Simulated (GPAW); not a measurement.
Something may be wrong with this GPAW 26.7.0 calculation of CdS.

run.py

```python
import numpy as np
from ase.dft.bandgap import bandgap
from ase.io import read, write
from ase.units import Bohr, GPa
from gpaw import GPAW, PW, setup_paths
from gpaw.analyse.hirshfeld import HirshfeldPartitioning

setup_paths.insert(0, '.')

atoms = read('CdS.xyz')

calc = GPAW(mode=PW(600),
            xc='BLYP',
            kpts=(4, 4),
            occupations={'name': 'fermi-dirac', 'width': 0.05},
            nbands=18,
            convergence={'density': 1e-05, 'energy': 1e-05},
            maxiter=60,
            legacy_gpaw=True,
            txt='gpaw.txt')
atoms.calc = calc
energy = atoms.get_potential_energy()
forces = atoms.get_forces()
stress = atoms.get_stress()
calc.write('gs.gpw')
write('result.traj', atoms)
print(f'Energy: {energy:.6f} eV')
print('Forces (eV/A):')
print(forces.round(4))
print('Stress (GPa):', (stress / GPa).round(3))
print('Fermi level:', round(calc.get_fermi_level(), 4), 'eV')
print(f'Gap: {bandgap(calc)[0]:.4f} eV, direct: {bandgap(calc, direct=True)[0]:.4f} eV')

hirshfeld = HirshfeldPartitioning(calc)
print('Hirshfeld charges:', *np.round(hirshfeld.get_charges(), 4))
print('Hirshfeld volume ratios:', *np.round(hirshfeld.get_effective_volume_ratios(), 4))

# fields on the real-space grid
write('density.cube', atoms, data=calc.get_pseudo_density() * Bohr**3)
write('potential.cube', atoms, data=calc.get_electrostatic_potential())
```

The input CdS.xyz:

```xyz
2
Lattice="0.0000000000 2.7532440000 2.7532440000 2.7532440000 0.0000000000 2.7532440000 2.7532440000 2.7532440000 0.0000000000" Properties=species:S:1:pos:R:3 pbc="T T T"
Cd     0.0000000000      0.0000000000      0.0000000000
S      2.7532440000      2.7532440000      2.7532440000
```

Potentials or basis: PAW data sets generated in the run's folder for this functional, pw.

Launch:

```console
$ gpaw-setup -f BLYP Cd S
$ OMP_NUM_THREADS=1 python run.py
```

gpaw.txt:

```text
___ ___ ___ _ _ _
 |   |   |_  | | | |
 | | | | | . | | | |
 |__ |  _|___|_____|  26.7.0
 |___|_|

Input parameters:
  convergence: {density: 1e-05,
                energy: 1e-05}
  kpts: [4 4]
  maxiter: 60
  mode: {ecut: 600.0,
         name: pw}
  nbands: 18
  occupations: {name: fermi-dirac,
                width: 0.05}
  xc: BLYP

System changes: positions, numbers, cell, pbc, initial_charges, initial_magmoms

Initialize ...

species:
  Cd:
    name:    Cadmium
    Z:       48.0
    valence: 12
    core:    36
    charge:  0.0  # [|e|]
    compensation charges:
      type: gauss
      rc: 0.38  # [Å]
      lmax: 2
    cutoffs:
      filter: 2.12  # [Å]
      core: 2.62  # [Å]
    projectors
    | kind |    occ | energy [eV] | rcut [Å] |
    |------|--------|-------------|----------|
    |   5s |  2.000 |      -5.646 |    1.191 |
    |   5p |  0.000 |      -1.192 |    1.228 |
    |   4d | 10.000 |     -11.572 |    1.164 |
    |    s |        |      21.565 |    1.191 |
    |    p |        |      26.020 |    1.228 |
    |    d |        |      15.639 |    1.164 |

    Using partial waves for Cd as LCAO basis

  S:
    name:    Sulfur
    Z:       16.0
    valence: 6
    core:    10
    charge:  0.0  # [|e|]
    compensation charges:
      type: gauss
      rc: 0.24  # [Å]
      lmax: 2
    cutoffs:
      filter: 1.77  # [Å]
      core: 1.66  # [Å]
    projectors
    | kind |    occ | energy [eV] | rcut [Å] |
    |------|--------|-------------|----------|
    |   3s |  2.000 |     -17.111 |    0.974 |
    |   3p |  4.000 |      -6.865 |    0.979 |
    |    s |        |      10.101 |    0.974 |
    |    p |        |      20.346 |    0.979 |
    |    d |        |       0.000 |    0.900 |

    Using partial waves for S as LCAO basis

Reference energy: -163052.056514  # eV

Spin-paired calculation

Convergence criteria:
 Maximum [total energy] change in last 3 cyles: 1e-05 eV / valence electron
 Maximum integral of absolute [dens]ity change: 1e-05 electrons / valence electron
 Maximum integral of absolute [eigenst]ate change: 4e-08 eV^2 / valence electron
 Maximum number of scf [iter]ations: 60
 (Square brackets indicate name in SCF output, whereas a 'c' in
 the SCF output indicates the quantity has converged.)
```

On the terminal:

```text
Traceback (most recent call last):
  File "run.py", line 22, in <module>
  File "ase/atoms.py", line 1971, in get_potential_energy
  File "abc.py", line 25, in get_potential_energy
  File "calculator.py", line 517, in get_property
  File "old/calculator.py", line 474, in calculate
  File "old/calculator.py", line 495, in icalculate
  File "old/calculator.py", line 987, in initialize
  File "old/calculator.py", line 1336, in create_wave_functions
  File "old/calculator.py", line 1319, in create_kpoint_descriptor
  File "calculator.py", line 392, in kpts2ndarray
  File "calculator.py", line 385, in kpts2kpts
  File "dft/kpoints.py", line 22, in monkhorst_pack
ValueError: axes don't match array
```

**Question.** How did it end, and where is the flaw?

**Answer.** The program refused the input. The input holds a flaw that was put in on purpose: k mesh with two numbers (kpts = [4, 4]).
